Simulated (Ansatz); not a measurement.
# TiO2: further runs on the relaxed cell, part 2 of 3

This session takes TiO2 and sets out to relax it again with other functionals.

Ansatz 0.2.0; DFT PBE, scalar-relativistic, plane waves, PAW. Steps at another level of theory say so in their titles or inputs.

### Step 3. Relaxing with PBE+D3(BJ)

Input file input.yaml:

```yaml
crystal:
  lattice:
    - [2.6862131167, -2.6862804191, -0.0195708549]
    - [2.6862131167, 2.6862804191, -0.0195708549]
    - [-2.6489319062, 0.0, 4.8689975849]
  atoms:
    - { symbol: Ti, position: [0.1251059418, 0.8748940582, 0.25] }
    - { symbol: Ti, position: [0.8748940582, 0.1251059418, 0.75] }
    - { symbol: O, position: [0.3314172325, 0.0816314283, 0.6629499159] }
    - { symbol: O, position: [0.6685827675, 0.9183685717, 0.3370500841] }
    - { symbol: O, position: [0.9183685717, 0.6685827675, 0.8370500841] }
    - { symbol: O, position: [0.0816314283, 0.3314172325, 0.1629499159] }
basis:
  ecutwfc: 420
kpoints:
  mp_grid: { grid: [8, 8, 6] }
hamiltonian:
  xc: pbe
  dispersion: d3bj
scf:
  occupations: { method: gaussian, width: 0.02 }
output:
  forces: true
  stress: true
  eigenvalues: true
relax:
  adjacent_minimum: "off"
  f_tol: 0.005
  max_steps: 50
  cell: { stress_tol: 0.05 }
```

Started as:

```console
$ ansatz run input.yaml --threads 1 --pin off --max-ram 2560MiB --backend cpu --events-out ev --progress --plain --runs-dir out
```

Log:

```text
Warning: RAYON_NUM_THREADS=1 ignored (pool sized by the plan → 1); use --threads N
Engine: ansatz 0.2.0, x86_64-unknown-linux-gnu
Pseudopotentials: kind: paw
Pseudopotential: Ti, paw, valence charge 12, recommended cutoff 420 eV (normal), Ti.paw.azcp
Pseudopotential: O, paw, valence charge 6, recommended cutoff 420 eV (normal), O.paw.azcp
Functional definition: PBE
  parameter kappa = 0.804
  parameter beta = 0.06672455060314922
  exchange = pbe_x(kappa = kappa, mu = beta*pi^2/3)
  correlation = pbe_c(beta = beta)
Crystal: 6 atoms, lattice volume = 69.990 Å³
Basis set: ecut = 420 eV, 1365 PW (Γ), exchange–correlation on 54×54×80 points (8 copies of the dense FFT grid, shifted against one another)
Bands: 30, of which v1, the nominal top of the filled ones, is band 24 counted from 1 (23 counted from 0)
Symmetry: 4 space group operations
Space group: C2/c (ITA 15), of the structure as read, at distance tolerance 4.1e-5 Å
k-points: 114 of 384
Non-local potential: Ti, projectors of the file, l = 0: 3, l = 1: 2, l = 2: 3, l = 3: 1
Non-local potential: O, projectors of the file, l = 0: 2, l = 1: 2, l = 2: 1
PAW form: soft (Blöchl's): semilocal exchange-correlation on the pseudo side does not see the compensation charge
PAW one-centre angular grid: Ti, 590 points (default); XC on 64 Gauss nodes
PAW one-centre angular grid: O, 110 points (default); XC on 64 Gauss nodes
Initial density: superposition of atomic densities (neutral atoms: chi_scale 0, normalization atom), corrected by the library's trained network
Initial wavefunctions: pseudopotential atomic-orbital guess
Functional: x = pbe(κ = 0.804, μ = 0.2195149727645171), c = pbe(β = 0.06672455060314922)
SCF iter   1: F=—  HF=-7278.814350 eV  |F-HF|=—  |Δ(HF+E_count)|=         —  Δρ=3.24e-3  dr2=2.13e-3  ethr=1.77e-3  ⟨swp⟩=5.4  Hψ=14163  notcnv=0
preconditioner: auto → Resta (q_TF=auto, 2.562 Å⁻¹)  ε∞=8.0  [insulator: Δε(μ)=2.163 eV  Ē_g=9.506 eV  σ=0.020 eV  W_gap=1.00  n_scr=22 (ndim 8)  ℏωp=25.1 eV  f_vac=0.107  D(μ)=0.00/eV (n_scr^D=0)  ε∞_Penn≈8.0]
SCF iter   2: F=—  HF=-7278.815733 eV  |F-HF|=—  |Δ(HF+E_count)|=   1.38e-3  Δρ=1.73e-3  dr2=6.32e-4  ethr=4.44e-6  ⟨swp⟩=2.1  Hψ=6240  notcnv=0  defer=194
SCF iter   3: F=—  HF=-7278.816405 eV  |F-HF|=—  |Δ(HF+E_count)|=   6.72e-4  Δρ=8.54e-4  dr2=3.74e-4  ethr=1.32e-6  ⟨swp⟩=2.0  Hψ=5050  notcnv=0  defer=194
SCF iter   4: F=—  HF=-7278.816464 eV  |F-HF|=—  |Δ(HF+E_count)|=   5.93e-5  Δρ=1.51e-4  dr2=1.20e-5  ethr=7.78e-7  ⟨swp⟩=2.0  Hψ=4437  notcnv=0  defer=194
SCF iter   5: F=—  HF=-7278.816510 eV  |F-HF|=—  |Δ(HF+E_count)|=   4.53e-5  Δρ=4.76e-5  dr2=1.15e-6  ethr=2.50e-8  ⟨swp⟩=2.3  Hψ=5285  notcnv=0  defer=194
SCF iter   6: F=—  HF=-7278.816511 eV  |F-HF|=—  |Δ(HF+E_count)|=   1.11e-6  Δρ=1.48e-5  dr2=1.02e-7  ethr=2.40e-9  ⟨swp⟩=2.8  Hψ=5714  notcnv=0  defer=194
SCF iter   7: F=-7278.816511 eV  HF=-7278.816511 eV  |F-HF|=8.19e-9  |Δ(HF+E_count)|=   2.60e-7  Δρ=3.16e-6  dr2=4.23e-9  ethr=2.08e-10  ⟨swp⟩=7.4  Hψ=12536  notcnv=0
SCF 1 converged in 7 iterations: F = -7278.816511 eV  dr2 = 4.23e-9
relax step   1: F+E_penalty+E_count = -7278.81651116 eV  Δ(F+E_penalty+E_count) = +0.000e0 eV  max|allowed force component| = 6.623e-3 eV/Å  Δτ_max = 0.0000 Å  P = -3.279 GPa  Ω = 69.990 Å³  (7 SCF iters, dr2 threshold 1.00e-7 eV, accepted)
Crystal: 6 atoms, lattice volume = 69.132 Å³
Basis set: ecut = 420 eV, 1341 PW (Γ), exchange–correlation on 54×54×80 points (8 copies of the dense FFT grid, shifted against one another)
Initial density: handed on by an earlier stage of this run
Initial wavefunctions: those handed on with the density
iter 1 solved again at ethr=4.54e-6 eV; its pass at ethr=3.10e-3 eV (dr2=2.18e-3 eV) is discarded
SCF iter   1: F=—  HF=-7278.832263 eV  |F-HF|=—  |Δ(HF+E_count)|=         —  Δρ=1.99e-3  dr2=2.41e-3  ethr=4.54e-6  ⟨swp⟩=1.8  Hψ=19720  notcnv=0
preconditioner: auto → Resta (q_TF=auto, 2.567 Å⁻¹)  ε∞=8.0  [insulator: Δε(μ)=2.178 eV  Ē_g=9.576 eV  σ=0.020 eV  W_gap=1.00  n_scr=22 (ndim 8)  ℏωp=25.3 eV  f_vac=0.100  D(μ)=0.00/eV (n_scr^D=0)  ε∞_Penn≈8.0]
SCF iter   2: F=—  HF=-7278.831856 eV  |F-HF|=—  |Δ(HF+E_count)|=   4.07e-4  Δρ=9.86e-4  dr2=7.63e-4  ethr=4.54e-6  ⟨swp⟩=2.0  Hψ=5928  notcnv=0
SCF iter   3: F=—  HF=-7278.831768 eV  |F-HF|=—  |Δ(HF+E_count)|=   8.81e-5  Δρ=4.45e-4  dr2=1.85e-4  ethr=1.59e-6  ⟨swp⟩=2.0  Hψ=5443  notcnv=0
SCF iter   4: F=—  HF=-7278.831799 eV  |F-HF|=—  |Δ(HF+E_count)|=   3.09e-5  Δρ=1.76e-4  dr2=3.86e-5  ethr=3.86e-7  ⟨swp⟩=2.0  Hψ=5245  notcnv=0
SCF iter   5: F=—  HF=-7278.831810 eV  |F-HF|=—  |Δ(HF+E_count)|=   1.10e-5  Δρ=3.96e-5  dr2=1.90e-6  ethr=8.04e-8  ⟨swp⟩=2.0  Hψ=4799  notcnv=0
SCF iter   6: F=-7278.831813 eV  HF=-7278.831813 eV  |F-HF|=9.45e-8  |Δ(HF+E_count)|=   2.64e-6  Δρ=8.91e-6  dr2=6.86e-8  ethr=1.25e-9  ⟨swp⟩=5.7  Hψ=13752  notcnv=0
SCF 2 converged in 6 iterations: F = -7278.831813 eV  dr2 = 6.86e-8
relax step   2: F+E_penalty+E_count = -7278.83181276 eV  Δ(F+E_penalty+E_count) = -1.530e-2 eV  max|allowed force component| = 1.891e-2 eV/Å  Δτ_max = 0.0064 Å  P = -0.958 GPa  Ω = 69.132 Å³  energy of the carried Pulay correction = +3.604e-3 eV  (6 SCF iters, dr2 threshold 6.00e-7 eV, accepted)
Crystal: 6 atoms, lattice volume = 68.724 Å³
Basis set: ecut = 420 eV, 1333 PW (Γ), exchange–correlation on 54×54×80 points (8 copies of the dense FFT grid, shifted against one another)
iter 1 solved again at ethr=1.25e-6 eV; its pass at ethr=3.10e-3 eV (dr2=5.99e-4 eV) is discarded
SCF iter   1: F=—  HF=-7278.835065 eV  |F-HF|=—  |Δ(HF+E_count)|=         —  Δρ=8.95e-4  dr2=4.66e-4  ethr=1.25e-6  ⟨swp⟩=2.4  Hψ=19534  notcnv=0
preconditioner: auto → none  [insulator: Δε(μ)=2.167 eV  Ē_g=9.602 eV  σ=0.020 eV  W_gap=1.00  n_scr=14 (ndim 8)  ℏωp=25.3 eV  f_vac=0.100  D(μ)=0.00/eV (n_scr^D=0)  ε∞_Penn≈8.0]
SCF iter   2: F=—  HF=-7278.835121 eV  |F-HF|=—  |Δ(HF+E_count)|=   5.60e-5  Δρ=9.06e-4  dr2=5.33e-4  ethr=9.70e-7  ⟨swp⟩=2.0  Hψ=5244  notcnv=0
SCF iter   3: F=—  HF=-7278.835044 eV  |F-HF|=—  |Δ(HF+E_count)|=   7.63e-5  Δρ=3.48e-4  dr2=8.24e-5  ethr=9.70e-7  ⟨swp⟩=2.1  Hψ=5017  notcnv=0
SCF iter   4: F=—  HF=-7278.835038 eV  |F-HF|=—  |Δ(HF+E_count)|=   6.95e-6  Δρ=1.02e-4  dr2=5.60e-6  ethr=1.72e-7  ⟨swp⟩=2.0  Hψ=4222  notcnv=0
SCF iter   5: F=-7278.835039 eV  HF=-7278.835039 eV  |F-HF|=8.00e-8  |Δ(HF+E_count)|=   1.41e-6  Δρ=1.42e-5  dr2=6.39e-8  ethr=1.25e-9  ⟨swp⟩=3.0  Hψ=13290  notcnv=0
SCF 3 converged in 5 iterations: F = -7278.835039 eV  dr2 = 6.39e-8
relax step   3: F+E_penalty+E_count = -7278.83503902 eV  Δ(F+E_penalty+E_count) = -3.226e-3 eV  max|allowed force component| = 8.633e-3 eV/Å  Δτ_max = 0.0053 Å  P = +0.087 GPa  Ω = 68.724 Å³  energy of the carried Pulay correction = +5.337e-3 eV  (5 SCF iters, dr2 threshold 6.00e-7 eV, accepted)
Crystal: 6 atoms, lattice volume = 68.713 Å³
Basis set: ecut = 420 eV, 1325 PW (Γ), exchange–correlation on 54×54×80 points (8 copies of the dense FFT grid, shifted against one another)
iter 1 solved again at ethr=1.90e-8 eV; its pass at ethr=3.10e-3 eV (dr2=9.12e-6 eV) is discarded
SCF iter   1: F=—  HF=-7278.835119 eV  |F-HF|=—  |Δ(HF+E_count)|=         —  Δρ=1.50e-4  dr2=7.07e-6  ethr=1.90e-8  ⟨swp⟩=3.0  Hψ=19985  notcnv=0
preconditioner: auto → none  [insulator: Δε(μ)=2.157 eV  Ē_g=9.596 eV  σ=0.020 eV  W_gap=1.00  n_scr=14 (ndim 8)  ℏωp=25.3 eV  f_vac=0.101  D(μ)=0.00/eV (n_scr^D=0)  ε∞_Penn≈8.0]
SCF iter   2: F=—  HF=-7278.835158 eV  |F-HF|=—  |Δ(HF+E_count)|=   3.86e-5  Δρ=7.09e-5  dr2=1.60e-6  ethr=1.47e-8  ⟨swp⟩=2.0  Hψ=4824  notcnv=0
SCF iter   3: F=—  HF=-7278.835159 eV  |F-HF|=—  |Δ(HF+E_count)|=   1.32e-6  Δρ=8.05e-5  dr2=4.30e-6  ethr=3.32e-9  ⟨swp⟩=2.1  Hψ=5312  notcnv=0  recentre
SCF iter   4: F=—  HF=-7278.835159 eV  |F-HF|=—  |Δ(HF+E_count)|=   7.38e-7  Δρ=1.48e-5  dr2=8.37e-8  ethr=3.32e-9  ⟨swp⟩=2.0  Hψ=5244  notcnv=0
SCF iter   5: F=-7278.835159 eV  HF=-7278.835159 eV  |F-HF|=3.69e-10  |Δ(HF+E_count)|=   1.97e-8  Δρ=2.59e-6  dr2=1.22e-9  ethr=1.03e-10  ⟨swp⟩=4.0  Hψ=10934  notcnv=0
SCF 4 converged in 5 iterations: F = -7278.835159 eV  dr2 = 1.22e-9
relax step   4: F+E_penalty+E_count = -7278.83515855 eV  Δ(F+E_penalty+E_count) = -1.195e-4 eV  max|allowed force component| = 8.819e-4 eV/Å  Δτ_max = 0.0015 Å  P = +0.051 GPa  Ω = 68.713 Å³  energy of the carried Pulay correction = +5.385e-3 eV  (5 SCF iters, dr2 threshold 4.94e-8 eV, accepted)
Crystal: 6 atoms, lattice volume = 68.712 Å³
iter 1 solved again at ethr=1.49e-8 eV; its pass at ethr=3.10e-3 eV (dr2=7.13e-6 eV) is discarded
SCF iter   1: F=—  HF=-7278.835155 eV  |F-HF|=—  |Δ(HF+E_count)|=         —  Δρ=1.65e-4  dr2=8.60e-6  ethr=1.49e-8  ⟨swp⟩=3.0  Hψ=20363  notcnv=0
preconditioner: auto → none  [insulator: Δε(μ)=2.152 eV  Ē_g=9.593 eV  σ=0.020 eV  W_gap=1.00  n_scr=14 (ndim 8)  ℏωp=25.3 eV  f_vac=0.101  D(μ)=0.00/eV (n_scr^D=0)  ε∞_Penn≈8.0]
SCF iter   2: F=—  HF=-7278.835194 eV  |F-HF|=—  |Δ(HF+E_count)|=   3.97e-5  Δρ=8.09e-5  dr2=2.86e-6  ethr=1.49e-8  ⟨swp⟩=2.0  Hψ=5244  notcnv=0
SCF iter   3: F=—  HF=-7278.835195 eV  |F-HF|=—  |Δ(HF+E_count)|=   8.50e-7  Δρ=8.82e-5  dr2=5.10e-6  ethr=5.95e-9  ⟨swp⟩=2.0  Hψ=5244  notcnv=0
SCF iter   4: F=—  HF=-7278.835194 eV  |F-HF|=—  |Δ(HF+E_count)|=   8.32e-7  Δρ=1.35e-5  dr2=5.36e-8  ethr=5.95e-9  ⟨swp⟩=2.0  Hψ=4867  notcnv=0
SCF iter   5: F=-7278.835194 eV  HF=-7278.835194 eV  |F-HF|=2.12e-10  |Δ(HF+E_count)|=   3.36e-8  Δρ=3.21e-6  dr2=2.29e-9  ethr=5.10e-11  ⟨swp⟩=4.0  Hψ=11167  notcnv=0
SCF 5 converged in 5 iterations: F = -7278.835194 eV  dr2 = 2.29e-9
relax step   5: F+E_penalty+E_count = -7278.83519423 eV  Δ(F+E_penalty+E_count) = -3.568e-5 eV  max|allowed force component| = 1.777e-4 eV/Å  Δτ_max = 0.0012 Å  P = +0.001 GPa  Ω = 68.712 Å³  energy of the carried Pulay correction = +5.390e-3 eV  (5 SCF iters, dr2 threshold 2.45e-8 eV, accepted)
Initial wavefunctions: pseudopotential atomic-orbital guess (no wavefunctions were taken with the density)
iter 1 solved again at ethr=1.01e-8 eV; its pass at ethr=3.10e-3 eV (dr2=4.85e-6 eV) is discarded
SCF iter   1: F=—  HF=-7278.830427 eV  |F-HF|=—  |Δ(HF+E_count)|=         —  Δρ=1.57e-4  dr2=2.51e-6  ethr=1.01e-8  ⟨swp⟩=3.7  Hψ=24284  notcnv=0
SCF iter   2: F=—  HF=-7278.830474 eV  |F-HF|=—  |Δ(HF+E_count)|=   4.67e-5  Δρ=8.42e-5  dr2=2.24e-6  ethr=5.22e-9  ⟨swp⟩=2.0  Hψ=5923  notcnv=0
SCF iter   3: F=—  HF=-7278.830475 eV  |F-HF|=—  |Δ(HF+E_count)|=   9.26e-7  Δρ=7.04e-5  dr2=2.31e-6  ethr=4.66e-9  ⟨swp⟩=2.0  Hψ=5236  notcnv=0
SCF iter   4: F=—  HF=-7278.830475 eV  |F-HF|=—  |Δ(HF+E_count)|=   7.58e-8  Δρ=9.70e-6  dr2=1.44e-8  ethr=4.66e-9  ⟨swp⟩=2.0  Hψ=4641  notcnv=0
SCF iter   5: F=—  HF=-7278.830475 eV  |F-HF|=—  |Δ(HF+E_count)|=   3.04e-8  Δρ=2.33e-6  dr2=1.07e-9  ethr=3.01e-11  ⟨swp⟩=2.0  Hψ=5970  notcnv=0
SCF iter   6: F=—  HF=-7278.830475 eV  |F-HF|=—  |Δ(HF+E_count)|=   1.08e-9  Δρ=1.39e-6  dr2=8.03e-10  ethr=2.22e-12  ⟨swp⟩=2.0  Hψ=6156  notcnv=0
SCF iter   7: F=—  HF=-7278.830475 eV  |F-HF|=—  |Δ(HF+E_count)|=  1.08e-10  Δρ=5.67e-7  dr2=1.23e-10  ethr=1.67e-12  ⟨swp⟩=2.2  Hψ=4046  notcnv=0
SCF iter   8: F=-7278.830475 eV  HF=-7278.830475 eV  |F-HF|=2.73e-12  |Δ(HF+E_count)|=  1.27e-11  Δρ=1.05e-7  dr2=4.36e-12  ethr=1.00e-12  ⟨swp⟩=4.0  Hψ=11035  notcnv=0
SCF 6 converged in 8 iterations: F = -7278.830475 eV  dr2 = 4.36e-12
relax step   6: F+E_penalty+E_count = -7278.83047463 eV  Δ(F+E_penalty+E_count) = +4.720e-3 eV  max|allowed force component| = 2.571e-4 eV/Å  Δτ_max = 0.0000 Å  P = -0.133 GPa  Ω = 68.712 Å³  stress off target by 1.76e-1 GPa  SCF on the basis re-selected at this cell (its energy is not comparable with the rows above)  (8 SCF iters)
basis re-selected at this cell: Δ(F+E_penalty+E_count) = +4.720e-3 eV, ΔP = -0.134 GPa vs the last step (what re-selecting the basis moved, of the pressure what is left beyond the Pulay correction that the steps carried, after the strain that the cell walked since its last selection, with what the two solves' SCF thresholds leave and, on support functions, any second-order correction that the steps lacked; it is no measure of the basis error at this ecutwfc). This SCF's stress stands 1.76e-1 GPa from its target on what of the cell is left free (relax.cell.stress_tol is 5.00e-2 GPa) and its largest allowed force component is 2.57e-4 eV/Å (relax.f_tol is 5.00e-3 eV/Å): not within both, so this SCF does not close the relaxation
Crystal: 6 atoms, lattice volume = 68.655 Å³
Basis set: ecut = 420 eV, 1323 PW (Γ), exchange–correlation on 54×54×80 points (8 copies of the dense FFT grid, shifted against one another)
iter 1 solved again at ethr=2.20e-8 eV; its pass at ethr=3.10e-3 eV (dr2=1.05e-5 eV) is discarded
SCF iter   1: F=—  HF=-7278.830706 eV  |F-HF|=—  |Δ(HF+E_count)|=         —  Δρ=1.39e-4  dr2=8.37e-6  ethr=2.20e-8  ⟨swp⟩=3.0  Hψ=20022  notcnv=0
preconditioner: auto → none  [insulator: Δε(μ)=2.151 eV  Ē_g=9.597 eV  σ=0.020 eV  W_gap=1.00  n_scr=14 (ndim 8)  ℏωp=25.4 eV  f_vac=0.101  D(μ)=0.00/eV (n_scr^D=0)  ε∞_Penn≈8.0]
SCF iter   2: F=—  HF=-7278.830751 eV  |F-HF|=—  |Δ(HF+E_count)|=   4.46e-5  Δρ=1.15e-4  dr2=7.67e-6  ethr=1.74e-8  ⟨swp⟩=2.0  Hψ=5244  notcnv=0
SCF iter   3: F=—  HF=-7278.830750 eV  |F-HF|=—  |Δ(HF+E_count)|=   8.78e-7  Δρ=5.75e-5  dr2=1.85e-6  ethr=1.60e-8  ⟨swp⟩=2.1  Hψ=4806  notcnv=0
SCF iter   4: F=—  HF=-7278.830750 eV  |F-HF|=—  |Δ(HF+E_count)|=   3.43e-8  Δρ=2.33e-5  dr2=2.56e-7  ethr=3.85e-9  ⟨swp⟩=2.0  Hψ=4024  notcnv=0
SCF iter   5: F=-7278.830750 eV  HF=-7278.830750 eV  |F-HF|=1.36e-9  |Δ(HF+E_count)|=   3.82e-8  Δρ=4.45e-6  dr2=7.75e-9  ethr=1.61e-10  ⟨swp⟩=3.0  Hψ=12580  notcnv=0
SCF 7 converged in 5 iterations: F = -7278.830750 eV  dr2 = 7.75e-9
relax step   7: F+E_penalty+E_count = -7278.83075004 eV  Δ(F+E_penalty+E_count) = -2.754e-4 eV  max|allowed force component| = 1.425e-4 eV/Å  Δτ_max = 0.0011 Å  P = -0.002 GPa  Ω = 68.655 Å³  energy of the carried Pulay correction = +2.425e-4 eV  (5 SCF iters, dr2 threshold 7.73e-8 eV, accepted)
iter 1 solved again at ethr=6.30e-9 eV; its pass at ethr=3.10e-3 eV (dr2=3.02e-6 eV) is discarded
SCF iter   1: F=—  HF=-7278.830398 eV  |F-HF|=—  |Δ(HF+E_count)|=         —  Δρ=1.35e-5  dr2=2.41e-8  ethr=6.30e-9  ⟨swp⟩=3.9  Hψ=25019  notcnv=0
preconditioner: auto → none  [insulator: Δε(μ)=2.151 eV  Ē_g=9.596 eV  σ=0.020 eV  W_gap=1.00  n_scr=14 (ndim 8)  ℏωp=25.4 eV  f_vac=0.101  D(μ)=0.00/eV (n_scr^D=0)  ε∞_Penn≈8.0]
SCF iter   2: F=—  HF=-7278.830443 eV  |F-HF|=—  |Δ(HF+E_count)|=   4.42e-5  Δρ=6.54e-6  dr2=4.78e-9  ethr=5.02e-11  ⟨swp⟩=3.0  Hψ=6913  notcnv=0
SCF iter   3: F=—  HF=-7278.830443 eV  |F-HF|=—  |Δ(HF+E_count)|=   8.90e-9  Δρ=2.98e-6  dr2=1.60e-9  ethr=9.96e-12  ⟨swp⟩=2.4  Hψ=5351  notcnv=0
SCF iter   4: F=—  HF=-7278.830443 eV  |F-HF|=—  |Δ(HF+E_count)|=   3.80e-9  Δρ=3.49e-6  dr2=8.38e-9  ethr=3.33e-12  ⟨swp⟩=2.0  Hψ=5888  notcnv=0  recentre
SCF iter   5: F=-7278.830443 eV  HF=-7278.830443 eV  |F-HF|=4.55e-12  |Δ(HF+E_count)|=   1.50e-9  Δρ=1.67e-7  dr2=4.89e-12  ethr=1.00e-12  ⟨swp⟩=3.7  Hψ=14799  notcnv=0
SCF 8 converged in 5 iterations: F = -7278.830443 eV  dr2 = 4.89e-12
relax step   8: F+E_penalty+E_count = -7278.83044259 eV  Δ(F+E_penalty+E_count) = +3.074e-4 eV  max|allowed force component| = 1.435e-4 eV/Å  Δτ_max = 0.0000 Å  P = -0.006 GPa  Ω = 68.655 Å³  stress off target by 1.34e-2 GPa  SCF on the basis re-selected at this cell (its energy is not comparable with the rows above)  (5 SCF iters)
basis re-selected at this cell: Δ(F+E_penalty+E_count) = +3.074e-4 eV, ΔP = -0.004 GPa vs the last step (what re-selecting the basis moved, of the pressure what is left beyond the Pulay correction that the steps carried, after the strain that the cell walked since its last selection, with what the two solves' SCF thresholds leave and, on support functions, any second-order correction that the steps lacked; it is no measure of the basis error at this ecutwfc). This SCF's stress stands 1.34e-2 GPa from its target on what of the cell is left free (relax.cell.stress_tol is 5.00e-2 GPa) and its largest allowed force component is 1.44e-4 eV/Å (relax.f_tol is 5.00e-3 eV/Å): within both
SCF converged after 5 iterations
Free energy (F): -7278.830443 eV
Harris-Foulkes:  -7278.830443 eV  (|F-HF|=4.55e-12)
Internal energy: -7278.830443 eV  (E = F + TS)
E sigma→0 (E₀):  -7278.830443 eV
Fermi energy:    8.277326 eV
--- Per-component energies (eV) ---
  E_band       = -459.877824
  E_kinetic    = 1247.264561
  E_local      = -3579.234625  (includes V_loc(G=0)·N_el)
  E_nonlocal   = 196.494399
  E_hartree    = 1387.719187
  E_xc         = -492.678014
  E_vxc        = -623.915628  (∫ρ·V_xc dr)
  E_paw        = -2722.116648  (= ΣΔE_a)
  E_vpaw       = -475.935009  (= ΣTr[D̂ρ^β])
  E_aug_tail   = 0.010081  (compensation charges beyond the density's cutoff)
  E_ewald      = -3314.944746
  E_disp       = -1.344638  (pairwise vdW)
  E_smearing   = -0.000000  (= −TS)
  E_closure    = -0.000000  (closes the sum)
  Σ components = -7278.830443   (vs F -7278.830443, Δ=0.00e0)
--- Forces (eV/Å), atoms counted from 1 ---
  atom   1  Ti     0.00000000     0.00014352     0.00000000
  atom   2  Ti    -0.00000000    -0.00014352    -0.00000000
  atom   3  O     -0.00001720     0.00007210     0.00013238
  atom   4  O      0.00001720    -0.00007210    -0.00013238
  atom   5  O      0.00001720     0.00007210    -0.00013238
  atom   6  O     -0.00001720    -0.00007210     0.00013238
  max |Σ_I F_I| component: 0.00e0 eV/Å
--- Stress (GPa, compression-positive) ---
       -0.002450       0.000000      -0.000027
        0.000000      -0.002245      -0.000000
       -0.000027      -0.000000      -0.013450
  P = ⅓ Tr σ = -0.0060 GPa (-0.060 kbar)
--- Band table (eV; the first three rows and the last of 114) ---
  k-point 0: bands = ["-49.1275", "-49.0694", "-25.5923", "-25.3633", "-25.3633", "-25.2945", "-25.2945", "-25.2096", "-10.3963", "-9.3884", "-9.2590", "-8.9165", "3.3200", "3.4471", "3.4471", "3.8089", "5.1863", "5.1863", "5.2399", "6.4557", "6.4557", "6.4563", "6.7725", "6.7725", "9.3527", "10.0681", "11.2060", "11.2060", "11.2301", "11.2301"]
  k-point 1: bands = ["-49.1236", "-49.0733", "-25.5675", "-25.3702", "-25.3702", "-25.2876", "-25.2876", "-25.2360", "-10.3188", "-9.3950", "-9.3014", "-8.9566", "3.4017", "3.4680", "3.4680", "3.6850", "5.1924", "5.1924", "5.4609", "6.2806", "6.2806", "6.2863", "6.9136", "6.9136", "9.3977", "10.0170", "11.0878", "11.0878", "11.3510", "11.3510"]
  k-point 2: bands = ["-49.1130", "-49.0839", "-25.4990", "-25.3813", "-25.3813", "-25.3078", "-25.2764", "-25.2764", "-10.1083", "-9.5531", "-9.2758", "-9.0578", "3.5109", "3.5109", "3.5392", "3.5589", "5.2069", "5.2069", "5.7726", "6.0055", "6.0597", "6.0597", "7.0602", "7.0602", "9.5226", "9.8799", "11.0081", "11.0081", "11.4383", "11.4383"]
  k-point 113: bands = ["-49.0944", "-49.0944", "-25.5548", "-25.5548", "-25.4107", "-25.4107", "-25.2458", "-25.2458", "-9.0369", "-9.0369", "-8.7130", "-8.7130", "2.8176", "2.8176", "3.0333", "3.0333", "3.4680", "3.4680", "4.5962", "4.5962", "5.1793", "5.1793", "7.1975", "7.1975", "10.5543", "10.5543", "11.0246", "11.0246", "12.1039", "12.1039"]
--- Relaxed structure (6 steps of the walk, 6 accepted, 2 SCFs on fresh bases) ---
  F+E_penalty+E_count = -7278.83044259 eV   max|allowed force component| = 1.435e-4 eV/Å   (the final SCF, on the basis selected at the relaxed cell)
  cell:  # Å, volume = 68.6547 Å³
    - [2.677814172360882, -2.67788246315922, -0.020044530360699545]
    - [2.677814172360882, 2.67788246315922, -0.02004453036069956]
    - [-2.641961035689808, -1.3803867697109533e-17, 4.8068304914830255]
  atoms:
    - { symbol: Ti, position: [0.1250109039790624, 0.8749890960209377, 0.25] }
    - { symbol: Ti, position: [0.8749890960209377, 0.1250109039790624, 0.7499999999999998] }
    - { symbol: O, position: [0.33306968974768947, 0.08306184483590404, 0.6661384827597608] }
    - { symbol: O, position: [0.6669303102523105, 0.9169381551640958, 0.3338615172402389] }
    - { symbol: O, position: [0.9169381551640958, 0.6669303102523105, 0.833861517240239] }
    - { symbol: O, position: [0.08306184483590402, 0.3330696897476894, 0.166138482759761] }
```

It took 2.2 min on 1 thread of AMD EPYC (Zen 3), shared host; peak memory 0.5 GiB.

Relaxation path:

```csv
step,energy from step 1 (eV/cell),largest force component (eV/Å),pressure (GPa),volume (Å³)
1,0.0000,0.0066,-3.28,69.99
2,-0.0153,0.0189,-0.96,69.13
3,-0.0185,0.0086,0.09,68.72
4,-0.0186,0.0009,0.05,68.71
5,-0.0187,0.0002,0.00,68.71
6,-0.0140,0.0003,-0.13,68.71
7,-0.0142,0.0001,0.00,68.65
8,-0.0139,0.0001,-0.01,68.65
```

Step 1 is the start. Steps 6, 8 each repeat the geometry before them on a plane-wave basis chosen anew, so the energy can jump there without any move.

Lengths and angles in the start's conventional setting:

|  | before | after | change |
| --- | --- | --- | --- |
| a (Å) | 3.799 | 3.787 | -0.3 % |
| b (Å) | 3.799 | 3.787 | -0.3 % |
| c (Å) | 9.699 | 9.574 | -1.3 % |
| α (°) | 89.98 | 90.00 | 0.0 % |
| β (°) | 89.98 | 90.00 | 0.0 % |
| volume (Å³/atom) | 11.67 | 11.44 | -1.9 % |
| shortest distance (Å) | 1.946 | 1.936 | -0.5 % |
| space group (0.01 Å) | I4_1/amd | I4_1/amd | same |

(Part 2 of 3 ends here.)
